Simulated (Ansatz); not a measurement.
A distorted cell of InN (wurtzite):

```
InN
1.0
    3.53693     0.00000     0.00000
   -1.76847     3.06307     0.00000
    0.00000     0.00000     5.71356
In N
2 2
Direct
  0.66667   0.33333   0.00203
  0.33333   0.66667   0.50203
  0.69442   0.35365   0.62317
  0.33333   0.66667   0.12317
```

These are PBEsol (plane waves to 420 eV, PAW, scalar-relativistic; Ansatz, an electronic-structure program) values and carry that method's errors. k mesh 9×9×5 (Γ-centred), Fermi-Dirac smearing 0.05 eV. The energy includes the smearing's −TS. Compression counts positive. With partly filled bands, energies and forces of such displacements shift with the k mesh and the smearing. At this level the bands of InN touch or barely overlap; measurements give the solid a gap. InN was relaxed with its symmetry unable to fall.

Problem. Predict the force on every atom, in eV/Å.

Solution. 
```tsv
atom	Fx	Fy	Fz
In1	0.028	0.027	-0.015
In2	0.729	0.594	-0.076
N3	-0.790	-0.650	0.094
N4	0.032	0.029	-0.003
```

Problem. What is the stress tensor (GPa)?

Solution. 
```
    1.9      1.7     -1.2
    1.7     -1.1     -0.9
   -1.2     -0.9      0.1
```
The pressure, a third of the trace, is 0.3 GPa.

Problem. In it atom 3 sits (0.062, 0.062, 0.000) Å away from its relaxed site. What is its energy relative to the relaxed cell?

Solution. 43 meV/cell.

(A displaced cell: forces are minus the slopes of the energy, force constants its curvatures, and phonons follow from these.)
